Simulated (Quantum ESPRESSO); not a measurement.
# LiF (Griceite) (Fm-3m) in Quantum ESPRESSO: further runs

One crystal, LiF (Griceite), is run at these levels: LDA; tasks: phonons.

All numbers are computed with Quantum ESPRESSO 7.5; they aren't measurements. Logs are shortened: lines on timing, memory, paths and dates and some standing lists are left out, and cuts for length are marked.

**Measured values to compare with.**

A printed reference work, monograph reports, for a bulk crystal of LiF: high-frequency dielectric constant 1.93.

The runs below are set against these values where they give the same quantity.

### 1 Starting point

Symmetry: Fm-3m, No. 225, cubic system. The conventional cell has a = 4.028 Å, b = 4.028 Å, c = 4.028 Å, α = 90.00°, β = 90.00°, γ = 90.00°. F (site symmetry m-3m) has 6 Li at 2.01 Å as nearest neighbours. Li (site symmetry m-3m) is surrounded by 6 F at 2.01 Å.

### 2 Phonons, LDA

Contents of pw.in:

```
&CONTROL
  calculation = 'scf'
  prefix = 'pwscf'
  outdir = './tmp'
  pseudo_dir = './pseudo'
  tprnfor = .true.
  tstress = .true.
  disk_io = 'low'
/
&SYSTEM
  ibrav = 0
  nat = 2
  ntyp = 2
  ecutwfc = 84
  nbnd = 10
  occupations = 'smearing'
  smearing = 'fd'
  degauss = 0.00367493
/
&ELECTRONS
  conv_thr = 4d-10
  electron_maxstep = 120
  mixing_beta = 0.5
/
ATOMIC_SPECIES
F     18.9984 F.upf
Li     6.9400 Li.upf
CELL_PARAMETERS angstrom
   0.0000000000    2.0140000000    2.0140000000
   2.0140000000    0.0000000000    2.0140000000
   2.0140000000    2.0140000000    0.0000000000
ATOMIC_POSITIONS angstrom
F      2.0140000000    2.0140000000    2.0140000000
Li     0.0000000000    0.0000000000    0.0000000000
K_POINTS automatic
6 6 6 1 1 1
```

Contents of relax.in:

```
&CONTROL
  calculation = 'vc-relax'
  prefix = 'pwscf'
  outdir = './tmp'
  pseudo_dir = './pseudo'
  tprnfor = .true.
  tstress = .true.
  disk_io = 'low'
  nstep = 40
  forc_conv_thr = 0.0001
  etot_conv_thr = 1d-06
/
&SYSTEM
  ibrav = 0
  nat = 2
  ntyp = 2
  ecutwfc = 84
  nbnd = 10
  occupations = 'smearing'
  smearing = 'fd'
  degauss = 0.00367493
/
&ELECTRONS
  conv_thr = 4d-10
  electron_maxstep = 120
  mixing_beta = 0.5
/
&IONS
  ion_dynamics = 'bfgs'
/
&CELL
  cell_dynamics = 'bfgs'
  press = 0
  press_conv_thr = 0.2
/
ATOMIC_SPECIES
F     18.9984 F.upf
Li     6.9400 Li.upf
CELL_PARAMETERS angstrom
   0.0000000000    2.0140000000    2.0140000000
   2.0140000000    0.0000000000    2.0140000000
   2.0140000000    2.0140000000    0.0000000000
ATOMIC_POSITIONS angstrom
F      2.0140000000    2.0140000000    2.0140000000
Li     0.0000000000    0.0000000000    0.0000000000
K_POINTS automatic
6 6 6 1 1 1
```

Contents of scf2.in:

```
&CONTROL
  calculation = 'scf'
  prefix = 'pwscf'
  outdir = './tmp'
  pseudo_dir = './pseudo'
  tprnfor = .true.
  tstress = .true.
  disk_io = 'low'
/
&SYSTEM
  ibrav = 0
  nat = 2
  ntyp = 2
  ecutwfc = 84
  nbnd = 10
  occupations = 'fixed'
/
&ELECTRONS
  conv_thr = 1d-13
  electron_maxstep = 120
  mixing_beta = 0.5
  startingpot = 'file'
  startingwfc = 'file'
/
ATOMIC_SPECIES
F     18.9984 F.upf
Li     6.9400 Li.upf
CELL_PARAMETERS angstrom
   0.0000000000    1.9524355439    1.9524355439
   1.9524355439    0.0000000000    1.9524355439
   1.9524355439    1.9524355439    0.0000000000
ATOMIC_POSITIONS angstrom
F      1.9524355439    1.9524355439    1.9524355439
Li     0.0000000000    0.0000000000    0.0000000000
K_POINTS automatic
6 6 6 1 1 1
```

Contents of ph.in:

```
phonons of LiF
&INPUTPH
  prefix = 'pwscf'
  outdir = './tmp'
  tr2_ph = 1d-18
  fildyn = 'dyn'
  niter_ph = 90
  alpha_mix(1) = 0.7
  epsil = .true.
/
0.0000000000 0.0000000000 0.0000000000
```

Contents of dynmat.in:

```
&INPUT
  fildyn = 'dyn'
  asr = 'crystal'
  lperm = .true.
  filout = 'dynmat.disp'
  fileig = 'dynmat.eig'
/
```

Contents of dynmat_lo.in:

```
&INPUT
  fildyn = 'dyn'
  asr = 'crystal'
  filout = 'dynmat_lo.disp'
  fileig = 'dynmat_lo.eig'
  q(1) = 0
  q(2) = 0
  q(3) = 1
/
```

Potentials or basis: PseudoDojo 0.4.1 SR LDA standard.

Started as:

```
$ OMP_NUM_THREADS=1 pw.x -in pw.in > pw.out
$ OMP_NUM_THREADS=1 pw.x -in relax.in > relax.out
$ OMP_NUM_THREADS=1 pw.x -in scf2.in > scf2.out
$ OMP_NUM_THREADS=1 ph.x -in ph.in > ph.out
$ OMP_NUM_THREADS=1 dynmat.x -in dynmat.in > dynmat.out
$ OMP_NUM_THREADS=1 dynmat.x -in dynmat_lo.in > dynmat_lo.out
```

pw.out:

```text
This program is part of the open-source Quantum ESPRESSO suite
     for quantum simulation of materials; please cite
[... 9 lines left out ...]
     --------------------
     sticks:   dense  smooth     PW     G-vecs:    dense   smooth      PW
     Sum         673     673    211                11575    11575    2085

     Using Slab Decomposition

     bravais-lattice index     =            0
     lattice parameter (alat)  =       5.3824  a.u.
     unit-cell volume          =     110.2567 (a.u.)^3
     number of atoms/cell      =            2
     number of atomic types    =            2
     number of electrons       =        10.00
     number of Kohn-Sham states=           10
     kinetic-energy cutoff     =      84.0000  Ry
     charge density cutoff     =     336.0000  Ry
     scf convergence threshold =      4.0E-10
     mixing beta               =       0.5000
     number of iterations used =            8  plain     mixing
     Exchange-correlation= SLA  PW   NOGX NOGC
                           (   1   4   0   0   0   0   0)

     celldm(1)=   5.382367  celldm(2)=   0.000000  celldm(3)=   0.000000
     celldm(4)=   0.000000  celldm(5)=   0.000000  celldm(6)=   0.000000

[... 8 lines left out ...]
               b(3) = (  0.707107  0.707107 -0.707107 )

     PseudoPot. # 1 for F  read from file:
     F.upf
     Pseudo is Norm-conserving + core correction, Zval =  7.0
     Generated using ONCVPSP code by D. R. Hamann
     Using radial grid of  824 points,  5 beta functions with:
                l(1) =   0
                l(2) =   0
                l(3) =   1
                l(4) =   1
                l(5) =   2

     PseudoPot. # 2 for Li read from file:
     Li.upf
     Pseudo is Norm-conserving, Zval =  3.0
     Generated using ONCVPSP code by D. R. Hamann
     Using radial grid of 1944 points,  4 beta functions with:
                l(1) =   0
                l(2) =   0
                l(3) =   1
                l(4) =   1

     atomic species   valence    mass     pseudopotential
     F                 7.00    18.99840     F ( 1.00)
     Li                3.00     6.94000     Li( 1.00)

     48 Sym. Ops., with inversion, found

   Cartesian axes

     site n.     atom                  positions (alat units)
         1        F      tau(   1) = (   0.7071068   0.7071068   0.7071068  )
         2        Li     tau(   2) = (   0.0000000   0.0000000   0.0000000  )

     number of k points=    28  Fermi-Dirac smearing, width (Ry)=  0.0037
                       cart. coord. in units 2pi/alat
        k(    1) = (   0.0589256   0.0589256   0.0589256), wk =   0.0185185
        k(    2) = (   0.1767767   0.1767767  -0.0589256), wk =   0.0555556
        k(    3) = (   0.2946278   0.2946278  -0.1767767), wk =   0.0555556
        k(    4) = (  -0.2946278  -0.2946278   0.4124790), wk =   0.0555556
        k(    5) = (  -0.1767767  -0.1767767   0.2946278), wk =   0.0555556
        k(    6) = (  -0.0589256  -0.0589256   0.1767767), wk =   0.0555556
[... 20 lines left out ...]
        k(   27) = (   0.2946278   0.2946278   0.2946278), wk =   0.0185185
        k(   28) = (  -0.2946278  -0.2946278   0.8838835), wk =   0.0555556

     Dense  grid:    11575 G-vectors     FFT dimensions: (  32,  32,  32)

     Initial potential from superposition of free atoms

     starting charge       9.9953, renormalised to      10.0000
     Starting wfcs are    6 randomized atomic wfcs +    4 random wfcs

     Self-consistent Calculation

     iteration #  1     ecut=    84.00 Ry     beta= 0.50
     Davidson diagonalization with overlap
     ethr =  1.00E-02,  avg # of iterations =  5.0

     total energy              =     -63.63145686 Ry
     estimated scf accuracy    <       0.10412869 Ry
[... 50 lines left out ...]
     iteration #  9     ecut=    84.00 Ry     beta= 0.50
     Davidson diagonalization with overlap
     ethr =  7.75E-12,  avg # of iterations =  2.0

     End of self-consistent calculation

          k = 0.0589 0.0589 0.0589 (  1435 PWs)   bands (ev):

   -39.1749 -18.9809   0.2937   0.4844   0.4844   9.5678  21.8680  23.0324
    23.0324  25.3077

          k = 0.1768 0.1768-0.0589 (  1422 PWs)   bands (ev):

   -39.1536 -18.8474  -0.4884   0.2189   0.4766  10.4145  18.8008  20.9036
    21.3849  25.9239

          k = 0.2946 0.2946-0.1768 (  1435 PWs)   bands (ev):

   -39.1210 -18.6281  -1.6369   0.0601   0.3412  11.1754  16.8461  19.5117
    19.5436  28.5266

          k =-0.2946-0.2946 0.4125 (  1440 PWs)   bands (ev):
[... 16 lines left out ...]
   -39.1443 -18.7723  -0.6745   0.1266   0.1419  11.0322  18.8240  20.4509
    20.8300  22.1475

          k = 0.4125 0.1768-0.0589 (  1430 PWs)   bands (ev):

   -39.1182 -18.5693  -1.4715  -0.3818   0.0384  12.2627  16.7352  19.3155
    20.0218  23.5760

          k =-0.1768-0.4125 0.5303 (  1439 PWs)   bands (ev):
[... 6 lines left out ...]
   -39.1108 -18.5216  -1.5431  -0.7328   0.1710  12.3546  15.9991  19.3487
    19.6181  26.7939

          k = 0.0589-0.1768 0.2946 (  1427 PWs)   bands (ev):

   -39.1369 -18.7280  -0.9653  -0.0490   0.3344  11.1515  17.6120  20.1624
    20.4388  24.5871

          k = 0.5303 0.0589 0.0589 (  1428 PWs)   bands (ev):
[... 6 lines left out ...]
   -39.0938 -18.3114  -2.2530  -0.8738  -0.3720  14.7221  15.6991  17.9796
    19.8468  22.7094

          k = 0.0589-0.4125 0.5303 (  1440 PWs)   bands (ev):

   -39.0966 -18.3748  -1.7400  -1.2656  -0.1060  13.7170  15.3226  18.8723
    19.4352  26.1280

          k = 0.1768-0.2946 0.4125 (  1439 PWs)   bands (ev):

   -39.1102 -18.5342  -1.8415  -0.2483   0.1776  11.7545  16.3733  19.2070
    19.3700  27.5863

          k =-0.6482 0.0589 0.0589 (  1423 PWs)   bands (ev):

   -39.0944 -18.2981  -2.4744  -0.5874  -0.4726  14.7566  16.3636  17.8523
    20.2119  20.8396

          k =-0.5303 0.1768-0.0589 (  1435 PWs)   bands (ev):

   -39.1026 -18.4118  -1.9478  -0.6921  -0.2281  13.5726  16.1229  18.5755
    19.8822  22.9775

          k =-0.4125 0.0589 0.0589 (  1429 PWs)   bands (ev):

   -39.1227 -18.5913  -1.3907  -0.1773  -0.1299  12.3138  17.6601  19.3014
    20.3939  21.3499

          k = 0.1768 0.1768 0.1768 (  1423 PWs)   bands (ev):
[... 31 lines left out ...]
   -39.0933 -18.3246  -1.8554  -1.3335  -0.2718  14.6722  15.3003  17.9819
    19.4940  25.7518

          k =-0.7660 0.1768 0.1768 (  1440 PWs)   bands (ev):

   -39.0947 -18.3382  -2.0541  -1.0455  -0.2375  14.2737  15.2886  18.6590
    19.7197  23.6983

          k = 0.2946 0.2946 0.2946 (  1428 PWs)   bands (ev):
[... 6 lines left out ...]
   -39.1052 -18.4896  -1.9202  -0.4475   0.1456  12.0111  16.1295  19.2101
    19.2268  28.2025

     the Fermi energy is     4.0638 ev

!    total energy              =     -63.66078924 Ry
     estimated scf accuracy    <          4.0E-12 Ry
     smearing contrib. (-TS)   =       0.00000000 Ry
     internal energy E=F+TS    =     -63.66078924 Ry

     The total energy is F=E-TS. E is the sum of the following terms:
     one-electron contribution =     -25.03635595 Ry
     hartree contribution      =      16.43543631 Ry
     xc contribution           =     -14.11159294 Ry
     ewald contribution        =     -40.94827666 Ry

     convergence has been achieved in   9 iterations

     Forces acting on atoms (cartesian axes, Ry/au):

     atom    1 type  1   force =     0.00000000    0.00000000   -0.00000000
     atom    2 type  2   force =    -0.00000000   -0.00000000    0.00000000

     Total force =     0.000000     Total SCF correction =     0.000000

     Computing stress (Cartesian axis) and pressure

          total   stress  (Ry/bohr**3)                   (kbar)     P=      -66.61
  -0.00045282  -0.00000000  -0.00000000          -66.61       -0.00       -0.00
  -0.00000000  -0.00045282  -0.00000000           -0.00      -66.61       -0.00
  -0.00000000  -0.00000000  -0.00045282           -0.00       -0.00      -66.61

=------------------------------------------------------------------------------=
   JOB DONE.
=------------------------------------------------------------------------------=
```

relax.out:

```text
This program is part of the open-source Quantum ESPRESSO suite
     for quantum simulation of materials; please cite
[... 9 lines left out ...]
     --------------------
     sticks:   dense  smooth     PW     G-vecs:    dense   smooth      PW
     Sum         673     673    211                11575    11575    2085
[... 1703 lines left out ...]
  -0.00000073  -0.00000000  -0.00000000           -0.11       -0.00       -0.00
   0.00000000  -0.00000073  -0.00000000            0.00       -0.11       -0.00
   0.00000000  -0.00000000  -0.00000073            0.00       -0.00       -0.11

=------------------------------------------------------------------------------=
   JOB DONE.
=------------------------------------------------------------------------------=
```

It took 68 s on 1 thread of Arm Neoverse V2, shared host; peak memory 0.05 GiB.

Results:

```
Free energy                                             : -866.1818 eV
Relaxed volume                                          : 7.44 Å³/atom
Relaxed cell                                            : a = 2.761 Å, b = 2.761 Å, c = 2.761 Å, α = 60.00°, β = 60.00°, γ = 60.00°
Space group after relaxing (to 0.05 Å)                  : Fm-3m (No. 225)
Pressure after relaxing                                 : 0.0 GPa
Electronic dielectric tensor (diagonal)                 : 2.11
Born charges (mean of the diagonal)                     : F -1.04; Li +1.04 e
Highest phonon frequency at Γ, LO-TO splitting left out : 343 cm⁻¹
Static dielectric tensor (diagonal)                     : 8.12
```

Step by step:
```tsv
step	energy change (eV)	largest force (eV/Å)	pressure (GPa)	volume (Å³)
1	0.0000	0.0000	-6.66	16.34
2	-0.0193	0.0000	-4.53	15.79
3	-0.0325	0.0000	-0.60	14.99
4	-0.0327	0.0000	0.06	14.87
5	-0.0327	0.0000	0.00	14.89
```

Final structure:
```xyz
2
Lattice="0.0000 1.9524 1.9524 1.9524 0.0000 1.9524 1.9524 1.9524 0.0000" Properties=species:S:1:pos:R:3 pbc="T T T"
F     1.9524    1.9524    1.9524
Li    0.0000    0.0000    0.0000
```

Levels at points of the mesh, in eV from the valence-band top:
```
           k point  band 1  band 2  band 3  band 4  band 5  band 6  band 7  band 8  band 9  band 10
(0.08, 0.08, 0.08)  -39.49  -19.72   -0.21    0.00    0.00    9.97   22.31   23.61   23.61    25.88
```

Phonon frequencies in cm⁻¹ (negative: imaginary):
```
              q point           frequencies
(0.000, 0.000, 0.000)  -1 -1 -1 343 343 343
```

Electronic dielectric tensor:
```
2.11 0.00 0.00
0.00 2.11 0.00
0.00 0.00 2.11
```

Born effective charge tensors (e):
atom 1, F
```
-1.04  0.00  0.00
 0.00 -1.04  0.00
 0.00  0.00 -1.04
```
atom 2, Li
```
1.04 0.00 0.00
0.00 1.04 0.00
0.00 0.00 1.04
```

Optical modes at Γ, degenerate ones joined, polar ones without the macroscopic field:
| cm⁻¹ | components | symmetry | active in | IR intensity, summed ((D/Å)²/amu) |
| --- | --- | --- | --- | --- |
| 343 | 3 | T1u | IR | 14.78 |

Zone-centre frequencies without and with the macroscopic field along z (cm⁻¹):
```csv
,optical modes in rising order
without,343 343 343
with the field,343 343 672
```

Static dielectric tensor, electrons and zone-centre modes:
```
8.12 0.00 0.00
0.00 8.12 0.00
0.00 0.00 8.12
```

[end of part 1 of 4]
